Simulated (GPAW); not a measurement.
Here is a GPAW 26.7.0 calculation.

Contents of run.py:

```python
from ase.dft.bandgap import bandgap
from ase.io import read, write
from gpaw import GPAW, PW
from gpaw.response.df import DielectricFunction

atoms = read('POSCAR')

calc = GPAW(mode=PW(600),
            xc='PBE',
            kpts={'size': (8, 8, 4), 'gamma': True},
            occupations={'name': 'fermi-dirac', 'width': 0.05},
            nbands=19,
            convergence={'density': 1e-06},
            maxiter=150,
            txt='gpaw.txt')
atoms.calc = calc
energy = atoms.get_potential_energy()
calc.write('gs.gpw')
write('result.traj', atoms)
print(f'Energy: {energy:.6f} eV')
print('Fermi level:', round(calc.get_fermi_level(), 4), 'eV')
print(f'Gap: {bandgap(calc)[0]:.4f} eV, direct: {bandgap(calc, direct=True)[0]:.4f} eV')

dense = calc.fixed_density(kpts={'size': (19, 19, 10), 'gamma': True},
                           nbands=36, convergence={'bands': 30, 'eigenstates': 1e-7},
                           update_fermi_level=True, txt='dense.txt')
dense.write('dense.gpw', mode='all')

df = DielectricFunction('dense.gpw', frequencies={'type': 'nonlinear', 'domega0': 0.05, 'omega2': 10},
                        eta=0.1, ecut=50, nbands=30, rate='eta', txt='df.txt')
for direction in ['x', 'z']:
    df.get_dielectric_function(xc='RPA', direction=direction, filename=f'df_{direction}.csv')
```

POSCAR

```
Mg
1.0
    3.2305542618      0.0000000000      0.0000000000
   -1.6152771309      2.7977420591      0.0000000000
    0.0000000000      0.0000000000      5.2448063036
Mg
2
Direct
    0.6666666667      0.3333333333      0.7500000000
    0.3333333333      0.6666666667      0.2500000000
```

Potentials or basis: GPAW PAW data sets (gpaw-data 1.2.1), pw.

Run with:

```sh
$ OMP_NUM_THREADS=1 python run.py
```

**Question.** Estimate the band gap on the k mesh.

**Answer.** None (metal or under the smearing width).

Dielectric function (mean over the directions given):
```tsv
energy (eV)	real part	imaginary part
0.88	-127.12	74.32
1.77	-37.16	9.26
2.79	-15.27	2.41
3.69	-8.26	0.97
4.65	-4.85	0.50
5.68	-2.90	0.28
6.55	-1.92	0.19
7.55	-1.20	0.12
8.52	-0.72	0.10
9.47	-0.39	0.07
10.46	-0.14	0.05
11.31	0.02	0.05
12.30	0.18	0.04
13.36	0.31	0.03
14.22	0.39	0.02
15.26	0.47	0.02
16.36	0.54	0.02
17.36	0.60	0.02
18.58	0.65	0.02
19.87	0.70	0.02
```

Caveat: the intraband term hangs on this k mesh; the long-wavelength limit can be off by a per cent or two; independent-particle spectra lack excitons.
